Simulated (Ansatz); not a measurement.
# Tetragonal deformation path in AlN

Level of theory: DFT r2SCAN, scalar-relativistic, plane waves, PAW in Ansatz 0.2.0. Settings: plane waves to 500 eV, k-mesh 10×10×10 (Γ-centred), Gaussian smearing 0.05 eV. No spin polarisation. Energies are free energies at this smearing, counted from the undisturbed cell; pressure is positive in compression.

The undisturbed cell (relaxed at this level; this zinc-blende form isn't the usual structure):

```
Al N
1.0
     0.00000    2.18490    2.18490
     2.18490    0.00000    2.18490
     2.18490    2.18490    0.00000
Al N
1 1
Cartesian
  0.0000 0.0000 0.0000
  3.2774 3.2774 3.2774
```

At fixed volume and fractional coordinates, lengths along (0.000, 0.000, 1.000) are scaled against those across it; ρ is that ratio over its starting value.

| ρ | ΔE (meV/atom) |
| --- | --- |
| 0.650 | 338.1 |
| 0.707 | 220.9 |
| 0.780 | 123.7 |
| 0.850 | 60.5 |
| 0.920 | 18.6 |
| 0.960 | 4.9 |
| 1.000 | 0.0 |
| 1.050 | 8.4 |
| 1.100 | 35.0 |
| 1.200 | 150.6 |
| 1.300 | 356.1 |
| 1.414 | 700.8 |
| 1.500 | 1032.9 |

Question: Predict the pressure (GPa) at each point.

Answer:
```
    ρ  pressure (GPa)
0.650           -15.2
0.707           -10.5
0.780            -5.5
0.850            -2.4
0.920            -0.6
0.960            -0.1
1.000             0.0
1.050            -0.2
1.100            -0.7
1.200            -2.1
1.300            -3.5
1.414            -4.6
1.500            -4.5
```

Cost: 13 runs of about 1.7 core-minutes in all, on Intel Xeon Processor @ 2.50GHz (Skylake/Cascade Lake) (shared hosts).